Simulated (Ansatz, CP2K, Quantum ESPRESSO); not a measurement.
# AlNi: 4 runs at one level of theory

```xyz
2
Lattice="2.8810 0.0000 0.0000 0.0000 2.8810 0.0000 0.0000 0.0000 2.8810" Properties=species:S:1:pos:R:3 pbc="T T T"
Ni    1.4405    1.4405    1.4405
Al    0.0000    0.0000    0.0000
```

Alike in all runs: task band structure; functional LDA; k mesh 9 × 9 × 9; occupations fermi-dirac, width 0.05 eV; collinear spin, ferromagnetic start; no spin-orbit coupling. LDA stands for any of its common fits. Pressure is positive in compression and, in plane waves, holds the error of the finite cutoff, which Ansatz's Pulay term estimates and takes out.

| program and potentials | plane-wave cutoff (eV) | notes | pressure (GPa) | net moment per atom (μB) |
| --- | --- | --- | --- | --- |
| Ansatz, Ansatz PAW | 420 | potentials made for PBE, which Ansatz adapts in part; Pulay term of +0.09 GPa included | -8.59 | 0.00 |
| CP2K, GTH_POTENTIALS Ni GTH-PADE-q18, Al GTH-PADE-q3; TZVP-MOLOPT-SR-GTH, TZVP-MOLOPT-PBE-GTH basis | - | atomic basis | -10.21 | 0.00 |
| Ansatz, all-electron LAPW, scalar-relativistic | - | - | -8.67 | 0.00 |
| Quantum ESPRESSO, PseudoDojo 0.4.1 SR LDA standard | 1333 | - | -9.03 | 0.00 |

The pressure spans -10.21 (CP2K, GTH_POTENTIALS Ni GTH-PADE-q18, Al GTH-PADE-q3; TZVP-MOLOPT-SR-GTH, TZVP-MOLOPT-PBE-GTH basis) to -8.59 GPa (Ansatz, Ansatz PAW), with all-electron results at -8.67. All agree on the net moment per atom. The state is the one that the start led to, which needn't be the lowest. Rows in atomic bases carry the error of their basis and grid, which can be large.

The functional is the same throughout but for its coding, so the spread measures potentials, basis and numerics; runs on potential files found faulty are left out.
